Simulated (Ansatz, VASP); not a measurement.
Two plane-wave programs on In

```
In
1.0
    -1.88253    1.88253    1.88253
     1.88253   -1.88253    1.88253
     1.88253    1.88253   -1.88253
In
1
Direct
  0.00000 0.00000 0.00000
```

This isn't the form of In at room conditions, which is tetragonal.

Alike in both runs: task single point; functional PBE; k mesh 10 × 10 × 10; occupations gaussian, width 0.011 eV; no spin polarisation.

|  | VASP | Ansatz |
| --- | --- | --- |
| version | VASP 6.6.1 | Ansatz 0.2.0 |
| potentials or method | VASP PAW PBE potentials, release 64 (In_d) | Ansatz PAW |
| plane-wave cutoff (eV) | 520 | 420 |
| valence electrons in the cell | 13 | 13 |

Ansatz gave:

- gap on the k mesh at the Fermi level (eV): none
- pressure (GPa): 1.5

What did VASP give for the same quantities?

gap on the k mesh at the Fermi level (eV): none; pressure (GPa): 1.6.

A gap of «none» marks a metal or a gap that the smearing closes.
